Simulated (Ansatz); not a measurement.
**FeSi (Pm-3m): equation of state**

One table from this session's results is given with a row withheld; the runs are named, their logs left out.

Program: Ansatz 0.2.0. Level of theory: DFT PBE, scalar-relativistic, plane waves, PAW. These are calculated values, not measurements.

Spin polarisation is switched off on purpose; where the compound carries moments, volume, stiffness and gap are then not the real material's.

## The starting structure

Symmetry: Pm-3m, No. 221, cubic system. Conventional cell: a = 2.759 Å, b = 2.759 Å, c = 2.759 Å, α = 90.00°, β = 90.00°, γ = 90.00°. Around Fe (site symmetry m-3m) lie 8 Si at 2.39 Å. Around Si (site symmetry m-3m) lie 8 Fe at 2.39 Å.

As a file:

```xyz
2
Lattice="2.7588 0.0000 0.0000 0.0000 2.7588 0.0000 0.0000 0.0000 2.7588" Properties=species:S:1:pos:R:3 pbc="T T T"
Fe    1.3794    1.3794    1.3794
Si    0.0000    0.0000    0.0000
```

This cell comes from an earlier session at PBE: 10.499 Å³/atom at 0.03 GPa, on a 16×16×16 mesh.

Volume factors to run: 0.980, 1.020, 0.960, 1.040.

The first run:

Input file input.yaml:

```yaml
crystal:
  lattice:
    - [2.7402885431, 0.0, 0.0]
    - [0.0, 2.7402885431, 0.0]
    - [0.0, 0.0, 2.7402885431]
  atoms:
    - { symbol: Fe, position: [0.5, 0.5, 0.5] }
    - { symbol: Si, position: [0.0, 0.0, 0.0] }
basis:
  ecutwfc: 420
  ecutrho_ratio: 4
kpoints:
  mp_grid: { grid: [16, 16, 16] }
hamiltonian:
  xc: pbe
scf:
  occupations: { method: gaussian, width: 0.05 }
output:
  forces: true
  stress: true
  eigenvalues: true
```

On the command line:

```bash
ansatz run input.yaml --threads 1 --pin off --max-ram 2560MiB --backend cpu --events-out ev --progress --plain --runs-dir out
```

Steps of the session up to this table: Volume × 0.980; Volume × 1.020; Volume × 0.960; At 1.040 of the relaxed volume.

One of the session's tables, all rows but one given; the rest of the session is left out.

It belongs to the step «Energy and pressure against volume». 

| volume (Å³/atom) | energy (meV/atom) | pressure (GPa) |
| --- | --- | --- |
| 10.079 | 13.90 | 10.87 |
| 10.289 | 3.33 | 5.20 |
| 10.499 | 0.00 | 0.03 |
| 10.709 | ? | ? |
| 10.919 | 11.59 | -8.51 |

**Question.** Estimate the row for volume (Å³/atom) = 10.709.

Worked estimate for «energy (meV/atom)». A straight line through the neighbours (10.499, 0.00) and (10.919, 11.59) gives 0.00 + (11.59 − 0.00) × (10.709 − 10.499) / (10.919 − 10.499) = 5.79; a parabola fitted to 3 rows on both sides gives 2.75.

The run gave: energy (meV/atom): 2.97; pressure (GPa): -4.50. In «energy (meV/atom)» the line misses by +2.82 and the parabola by -0.22.
